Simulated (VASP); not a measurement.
# InAgTe2 (I-42d) in VASP: further runs

One crystal, InAgTe2, is run at these levels: PBE, PBEsol; tasks: relaxation of cell and atoms.

All numbers are computed with VASP 6.6.1; they aren't measurements. Logs are shortened: lines on timing, memory, paths and dates and some standing lists are left out, and cuts for length are marked.

### Step 1. The structure

It takes space group I-42d (No. 122, tetragonal). Conventional cell: a = 6.467 Å, b = 6.467 Å, c = 12.633 Å, α = 90.00°, β = 90.00°, γ = 90.00°. Around In (site symmetry -4) lie 4 Te at 2.74 Å. Ag (site symmetry -4) is surrounded by 4 Te at 2.82 Å. Te (site symmetry 2) has 2 In at 2.74 Å and 2 Ag at 2.82 Å as nearest neighbours.

### Step 2. Relaxation of cell and atoms, PBE

INCAR reads:

```
SYSTEM = InAgTe2
PREC = Accurate ; ENCUT = 600
EDIFF = 1E-6 ; ISMEAR = 0
SIGMA = 0.03 ; LREAL = .False.
LASPH = .True. ; NELM = 80
ALGO = Normal ; ISIF = 3
LWAVE = .False. ; LCHARG = .False.
GGA = PE ; IBRION = 2
NSW = 90 ; EDIFFG = -0.01
KPAR = 2
```

KPOINTS reads:

```
regular mesh
0
Gamma
  8 8 8
  0 0 0
```

POSCAR reads:

```
InAgTe2
1.0
   -3.2336000000      3.2336000000      6.3165500000
    3.2336000000     -3.2336000000      6.3165500000
    3.2336000000      3.2336000000     -6.3165500000
In Ag Te
2 2 4
Direct
    0.5000000000      0.5000000000      0.0000000000
    0.2500000000      0.7500000000      0.5000000000
    0.0000000000      0.0000000000      0.0000000000
    0.7500000000      0.2500000000      0.5000000000
    0.3750000000      0.3868000000      0.5118000000
    0.6132000000      0.1250000000      0.9882000000
    0.8750000000      0.8632000000      0.4882000000
    0.1368000000      0.6250000000      0.0118000000
```

Potentials or basis: VASP PAW PBE potentials, release 64 (In_d, Ag, Te).

Command:

```
cat potpaw_PBE.64/In_d/POTCAR potpaw_PBE.64/Ag/POTCAR potpaw_PBE.64/Te/POTCAR > POTCAR
mpirun -np 2 vasp_std > vasp.out
```

OUTCAR:

```text
SYSTEM = InAgTe2
   PREC = Accurate
   ENCUT = 600
   EDIFF = 1E-6
   ISMEAR = 0
   LREAL = .False.
   LASPH = .True.
   NELM = 80
   ISIF = 3
   GGA = PE
   IBRION = 2
   NSW = 90
   EDIFFG = -0.01

 ion  position               nearest neighbor table
   1  0.500  0.500  0.000-   7 2.74   6 2.74   5 2.74   8 2.74
   2  0.250  0.750  0.500-   6 2.74   5 2.74   7 2.74   8 2.74
   3  0.000  0.000  0.000-   7 2.82   6 2.82   8 2.82   5 2.82
   4  0.750  0.250  0.500-   6 2.82   5 2.82   7 2.82   8 2.82
   5  0.375  0.387  0.512-   1 2.74   2 2.74   4 2.82   3 2.82
   6  0.613  0.125  0.988-   2 2.74   1 2.74   4 2.82   3 2.82
   7  0.875  0.863  0.488-   1 2.74   2 2.74   3 2.82   4 2.82
   8  0.137  0.625  0.012-   1 2.74   2 2.74   3 2.82   4 2.82

  LATTYP: Found a body centered tetragonal cell.
 ALAT       =     6.4672000000
 C/A-ratio  =     1.9534110589

  Lattice vectors:

 A1 = (  -3.2336000000,   3.2336000000,   6.3165500000)
 A2 = (   3.2336000000,  -3.2336000000,   6.3165500000)
 A3 = (   3.2336000000,   3.2336000000,  -6.3165500000)

Analysis of symmetry for initial positions (statically):
=====================================================================
 Subroutine PRICEL returns:
 Original cell was already a primitive cell.

 Routine SETGRP: Setting up the symmetry group for a
 body centered tetragonal supercell.

 Subroutine GETGRP returns: Found  8 space group operations
 (whereof  4 operations were pure point group operations)
 out of a pool of 16 trial point group operations.

The static configuration has the point symmetry S_4 .
 The point group associated with its full space group is D_2d.

Analysis of symmetry for dynamics (positions and initial velocities):
=====================================================================
 Subroutine PRICEL returns:
 Original cell was already a primitive cell.

 Routine SETGRP: Setting up the symmetry group for a
 body centered tetragonal supercell.

 Subroutine GETGRP returns: Found  8 space group operations
 (whereof  4 operations were pure point group operations)
 out of a pool of 16 trial point group operations.

The dynamic configuration has the point symmetry S_4 .
 The point group associated with its full space group is D_2d.

 Subroutine INISYM returns: Found  8 space group operations
 (whereof  4 operations are pure point group operations),
 and found     1 'primitive' translations

----------------------------------------------------------------------------------------

                                     Primitive cell

  volume of cell :     264.1877

  direct lattice vectors                    reciprocal lattice vectors
    -3.233600000  3.233600000  6.316550000     0.000000000  0.154626423  0.079157135
     3.233600000 -3.233600000  6.316550000     0.154626423  0.000000000  0.079157135
     3.233600000  3.233600000 -6.316550000     0.154626423  0.154626423  0.000000000

  length of vectors
     7.798149897  7.798149897  7.798149897     0.173710053  0.173710053  0.218674784

  position of ions in fractional coordinates (direct lattice)
     0.500000000  0.500000000  0.000000000
     0.250000000  0.750000000  0.500000000
     0.000000000  0.000000000  0.000000000
     0.750000000  0.250000000  0.500000000
     0.375000000  0.386800000  0.511800000
     0.613200000  0.125000000  0.988200000
     0.875000000  0.863200000  0.488200000
     0.136800000  0.625000000  0.011800000

  ion indices of the primitive-cell ions
   primitive index   ion index
                 1           1
                 2           2
                 3           3
                 4           4
                 5           5
                 6           6
                 7           7
                 8           8

----------------------------------------------------------------------------------------

 KPOINTS: regular mesh

Automatic generation of k-mesh.
 Grid dimensions read from file:
 generate k-points for:    8    8    8

 Generating k-lattice:

  Cartesian coordinates                     Fractional coordinates (reciprocal lattice)
     0.000000000  0.019328303  0.009894642     0.125000000 -0.000000000  0.000000000
     0.019328303  0.000000000  0.009894642    -0.000000000  0.125000000  0.000000000
     0.019328303  0.019328303  0.000000000     0.000000000  0.000000000  0.125000000

  Length of vectors
     0.021713757  0.021713757  0.027334348

  Shift w.r.t. Gamma in fractional coordinates (k-lattice)
     0.000000000  0.000000000  0.000000000

 Subroutine IBZKPT returns following result:
 ===========================================

 Found     59 irreducible k-points:

 Following reciprocal coordinates:
            Coordinates               Weight
  0.000000  0.000000  0.000000      1.000000
  0.125000  0.000000  0.000000      8.000000
  0.250000  0.000000  0.000000      8.000000
  0.375000 -0.000000  0.000000      8.000000
  0.500000  0.000000  0.000000      4.000000
  0.125000  0.125000  0.000000      8.000000
[... 16 lines left out ...]
  0.250000  0.125000  0.125000     16.000000
  0.375000  0.125000  0.125000      8.000000
 [... further k-points ...]
   k-points           NKPTS =     59   k-points in BZ     NKDIM =     59   number of bands    NBANDS=     43
   number of dos      NEDOS =    301   number of ions     NIONS =      8
   total plane-waves  NPLWV = 262144
   dimension x,y,z NGX =    64 NGY =   64 NGZ =   64
   dimension x,y,z NGXF=   128 NGYF=  128 NGZF=  128
   ions per type =               2   2   4
   NGX,Y,Z   is equivalent  to a cutoff of  13.64, 13.64, 13.64 a.u.
   NGXF,Y,Z  is equivalent  to a cutoff of  27.29, 27.29, 27.29 a.u.
 SYSTEM =  InAgTe2
   PREC   = accura    normal or accurate (medium, high low for compatibility)
   ISTART =      0    job   : 0-new  1-cont  2-samecut
   ICHARG =      2    charge: 1-file 2-atom 10-const
   ISPIN  =      1    spin polarized calculation?
   LNONCOLLINEAR =      F non collinear calculations
   LSORBIT =      F    spin-orbit coupling
   LASPH  =      T    aspherical Exc in radial PAW
   ENCUT  =  600.0 eV  44.10 Ry    6.64 a.u.  15.57 15.57 15.57*2*pi/ulx,y,z
   NELM   =     80;   NELMIN=  2; NELMDL= -5     # of ELM steps
   EDIFF  = 0.1E-05   stopping-criterion for ELM
   LREAL  =      F    real-space projection
   EDIFFG = -.1E-01   stopping-criterion for IOM
   NSW    =     90    number of steps for IOM
   IBRION =      2    ionic relax: 0-MD 1-quasi-New 2-CG
   NFREE  =      1    steps in history (QN), initial steepest desc. (CG)
   ISIF   =      3    stress and relaxation
   ISYM   =      2    0-nonsym 1-usesym 2-fastsym
   POTIM  = 0.5000    time-step for ionic-motion
   TEBEG  =    0.0;   TEEND  =   0.0 temperature during run
   PSTRESS=    0.0 pullay stress
   NELECT =      72.0000    total number of electrons
   NUPDOWN=      -1.0000    fix difference up-down
   EMIN   =  10.00;   EMAX   =-10.00  energy-range for DOS
   EFERMI =   0.00;   METHOD = LEGACY
   ISMEAR =     0;   SIGMA  =   0.03  broadening in eV -4-tet -1-fermi 0-gaus
   EFERMI_NEDOS =   21; number of points for ismear=-14 and -15
   IALGO  =     38    algorithm
   IMIX   =      4    mixing-type and parameters
     AMIX     =   0.40;   BMIX     =  1.00
     AMIX_MAG =   1.60;   BMIX_MAG =  1.00
  volume/ion in A,a.u.               =      33.02       222.85
  Fermi-wavevector in a.u.,A,eV,Ry     =   1.061406  2.005766 15.328085  1.126582
  Thomas-Fermi vector in A             =   2.196821
   LORBIT       =      0    0 simple, 1 ext, 2 COOP (PROOUT), +10 PAW based schemes
   GGA     = PE    functional components
   LHFCALC =     F    Hartree Fock is set to
   AEXX    =    0.0000 exact exchange contribution
   IVDW    =     0    specifies the selected vdW correction
   LEPSILON=     F    determine dielectric tensor
   LRPA    =     F    only Hartree local field effects (RPA)
 conjugate gradient relaxation of ions
 non-spin polarized calculation
 Gauss-broadening in eV      SIGMA  =   0.03
  energy-cutoff  :      600.00
  volume of cell :      264.19
 maximum number of plane-waves:      8846
 NGX is ok and might be reduce to    64
   NGX = 31   NGY = 31   NGZ = 31

--------------------------------------- Ionic step        1  -------------------------------------------

 number of electron      71.9999997 magnetization

 Free energy of the ion-electron system (eV)
  ---------------------------------------------------
  ext. energy  EPLUGINS =         0.00000000
  ---------------------------------------------------
  free energy    TOTEN  =       -25.11851211 eV

  energy without entropy =      -25.11851211  energy(sigma->0) =      -25.11851211

------------------------ aborting loop because EDIFF is reached ----------------------------------------

  FORCE on cell =-STRESS in cart. coord.  units (eV):
  Direction    XX          YY          ZZ          XY          YZ          ZX
  --------------------------------------------------------------------------------------
  -------------------------------------------------------------------------------------
  Total        5.4014989      5.4014989      5.2304496      0.0000000      0.0000000     -0.0000000
  in kB       32.7576208     32.7576208     31.7202852      0.0000000      0.0000000     -0.0000000
  external PRESSURE =      32.4118423 kB  Pullay stress =       0.0000000 kB
[... 107 lines left out ...]
  FREE ENERGIE OF THE ION-ELECTRON SYSTEM (eV)
  ---------------------------------------------------
  free  energy   TOTEN  =       -25.3880592694 eV

  energy  without entropy=      -25.3880587964  energy(sigma->0) =      -25.38805903

[... ionic steps 4 to 7 ...]

--------------------------------------- Ionic step        8  -------------------------------------------

 number of electron      72.0000004 magnetization

------------------------ aborting loop because EDIFF is reached ----------------------------------------
[... 79 lines left out ...]
--------------------------------------- Ionic step       10  -------------------------------------------

 number of electron      72.0000002 magnetization

 Free energy of the ion-electron system (eV)
  ---------------------------------------------------
  ext. energy  EPLUGINS =         0.00000000
  ---------------------------------------------------
  free energy    TOTEN  =       -25.46145156 eV

  energy without entropy =      -25.46142030  energy(sigma->0) =      -25.46143593

 E-fermi :   4.0339     XC(G=0):  -8.4855

 val. band max:        4.0079331177   @ k =   0.0000   0.0000   0.0000
 cond. band min:       4.0598689890   @ k =   0.0000   0.0000   0.0000
 fundamental gap:      0.0519358712
 Fermi energy:         4.0339018570

 k-point     1 :       0.0000    0.0000    0.0000
  band No.  band energies     occupation
      1     -10.6905      2.00000
      2     -10.6861      2.00000
      3     -10.6861      2.00000
      4     -10.6341      2.00000
      5     -10.6210      2.00000
      6     -10.6210      2.00000
[... 1093 lines left out ...]
     42       7.9267      0.00000
     43       8.0217      0.00000

 [... further k-points ...]
[... 5 lines left out ...]
  --------------------------------------------------------------------------------------
  -------------------------------------------------------------------------------------
  Total        0.0370881      0.0370881      0.0278680      0.0000000      0.0000000      0.0000000
  in kB        0.2122260      0.2122260      0.1594666      0.0000000      0.0000000      0.0000000
  external PRESSURE =       0.1946395 kB  Pullay stress =       0.0000000 kB
[... 23 lines left out ...]
  FREE ENERGIE OF THE ION-ELECTRON SYSTEM (eV)
  ---------------------------------------------------
  free  energy   TOTEN  =       -25.4614515628 eV

  energy  without entropy=      -25.4614203029  energy(sigma->0) =      -25.46143593

 reached required accuracy - stopping structural energy minimisation
```

It took 64 min on 2 MPI ranks of Intel Xeon Platinum 8375C at 2.90GHz (Ice Lake), shared host; peak memory 1.1 GiB.

Results:

| Item | Value |
| --- | --- |
| Free energy | -25.4615 eV |
| Relaxed volume | 35.00 Å³/atom |
| Relaxed cell | a = 7.986 Å, b = 7.986 Å, c = 7.986 Å, α = 131.47°, β = 131.47°, γ = 71.07° |
| Space group after relaxing (to 0.05 Å) | I-42d (No. 122) |
| Energy gained by relaxing | 42.9 meV/atom |
| Ionic steps | 10 |
| Pressure after relaxing | 0.0 GPa |
| Largest force after relaxing | 0.007 eV/Å |
| Band gap on the k mesh | 0.05 eV, direct |

Forces in eV/Å, atoms in the order of the input:
```
In   0.000  0.000  0.000
In   0.000  0.000  0.000
Ag   0.000  0.000  0.000
Ag   0.000  0.000  0.000
Te   0.007  0.000  0.000
Te   0.000 -0.007  0.000
Te  -0.007  0.000  0.000
Te   0.000  0.007  0.000
```

Step by step:
```
step  energy change (eV)  largest force (eV/Å)  pressure (GPa)  volume (Å³)
   1              0.0000                0.9119            3.24       264.19
   2             -0.2605                0.3256           -0.97       290.56
   3             -0.2695                0.4055           -0.41       286.09
   4             -0.3043                0.2996           -0.27       284.05
   5             -0.3405                0.0471            0.11       279.52
   6             -0.3408                0.0203            0.15       279.07
   7             -0.3418                0.0108           -0.09       280.76
   8             -0.3419                0.0056           -0.05       280.48
   9             -0.3424                0.0062           -0.03       280.34
  10             -0.3429                0.0074            0.02       279.99
```

Final structure:
```cif
data_structure
_symmetry_space_group_name_H-M 'P 1'
_symmetry_Int_Tables_number 1
_cell_length_a 7.9860
_cell_length_b 7.9860
_cell_length_c 7.9860
_cell_angle_alpha 131.470
_cell_angle_beta 131.470
_cell_angle_gamma 71.067
_cell_volume 279.99
loop_
_atom_site_label
_atom_site_type_symbol
_atom_site_fract_x
_atom_site_fract_y
_atom_site_fract_z
_atom_site_occupancy
In1 In 0.50000 0.50000 0.00000 1
In2 In 0.25000 0.75000 0.50000 1
Ag1 Ag 0.00000 0.00000 0.00000 1
Ag2 Ag 0.75000 0.25000 0.50000 1
Te1 Te 0.37500 0.36901 0.49401 1
Te2 Te 0.63099 0.12500 0.00600 1
Te3 Te 0.87500 0.88099 0.50599 1
Te4 Te 0.11900 0.62500 0.99401 1
```

Caveat: spin-orbit coupling is left out, which moves the levels of the heavy elements. PBE usually gives volumes a little too large and moduli too small.

### Step 3. Relaxation of cell and atoms, PBE

This run uses another cell than the first one, of 35.00 Å³/atom, 1.060 times its volume.

INCAR reads:

```
SYSTEM = InAgTe2
PREC = Accurate ; ENCUT = 600
EDIFF = 1E-7 ; ISMEAR = 0
SIGMA = 0.03 ; LREAL = .False.
LASPH = .True. ; NELM = 80
ALGO = Normal ; ISIF = 3
LWAVE = .False. ; LCHARG = .False.
GGA = PE ; IBRION = 2
NSW = 90 ; EDIFFG = -0.005
KPAR = 2
```

KPOINTS is that of step 2.

POSCAR reads:

```
InAgTe2                                 
1.0
   -3.2819061836      3.2819061836      6.4988104523
    3.2819061836     -3.2819061836      6.4988104523
    3.2819061836      3.2819061836     -6.4988104523
  In              Ag              Te            
     2     2     4
Direct
     0.5000000000000000    0.5000000000000000    0.0000000000000000
     0.2500000000000000    0.7500000000000000    0.5000000000000000
     0.0000000000000000    0.0000000000000000    0.0000000000000000
     0.7500000000000000    0.2500000000000000    0.5000000000000000
     0.3750000000000000    0.3690050553033287    0.4940050553033288
     0.6309949446966713    0.1250000000000000    0.0059949446966713
     0.8750000000000000    0.8809949446966713    0.5059949446966714
     0.1190050553033287    0.6250000000000000    0.9940050553033286
```

Potentials or basis: VASP PAW PBE potentials, release 64 (In_d, Ag, Te).

Command:

```
cat potpaw_PBE.64/In_d/POTCAR potpaw_PBE.64/Ag/POTCAR potpaw_PBE.64/Te/POTCAR > POTCAR
mpirun -np 2 vasp_std > vasp.out
```

It took 25 min on 2 MPI ranks of Intel Xeon Platinum 8375C at 2.90GHz (Ice Lake), shared host; peak memory 1.2 GiB.

It converged, with:

```yaml
Free_energy: -25.4637 eV
Relaxed_volume: 35.03 Å³/atom
Relaxed_cell: a = 7.988 Å, b = 7.988 Å, c = 7.988 Å, α = 131.47°, β = 131.47°, γ = 71.07°
Space_group_after_relaxing_to_0.05_Å: I-42d (No. 122)
Energy_gained_by_relaxing: 0.0 meV/atom
Ionic_steps: 4
Pressure_after_relaxing: 0.0 GPa
Largest_force_after_relaxing: 0.004 eV/Å
Band_gap_on_the_k_mesh: 0.05 eV, direct
```

Forces on the atoms (eV/Å):
```
In   0.000  0.000  0.000
In   0.000  0.000  0.000
Ag   0.000  0.000  0.000
Ag   0.000  0.000  0.000
Te   0.004  0.000  0.000
Te   0.000 -0.004  0.000
Te  -0.004  0.000  0.000
Te   0.000  0.004  0.000
```

Final structure:
```
In Ag Te
1.0
    -3.28290    3.28290    6.50036
     3.28290   -3.28290    6.50036
     3.28290    3.28290   -6.50036
In Ag Te
2 2 4
Direct
  0.50000 0.50000 0.00000
  0.25000 0.75000 0.50000
  0.00000 0.00000 0.00000
  0.75000 0.25000 0.50000
  0.37500 0.36912 0.49412
  0.63088 0.12500 0.00588
  0.87500 0.88088 0.50588
  0.11912 0.62500 0.99412
```

Levels at points of the mesh, in eV from the valence-band top:
```tsv
k point	band 34	band 35	band 36	band 37	band 38	band 39
(0.00, 0.00, 0.00)	-0.08	-0.08	0.00	0.05	1.88	2.17
(0.50, 0.00, 0.00)	-1.18	-1.13	-0.56	1.67	2.02	2.95
(0.50, 0.50, 0.00)	-0.86	-0.49	-0.49	0.90	0.90	2.86
(0.50, 0.50, 0.50)	-1.21	-0.89	-0.89	1.51	1.51	2.15
```

Caveat: spin-orbit coupling is left out, which moves the levels of the heavy elements.

(Part 1 of 2 ends here.)
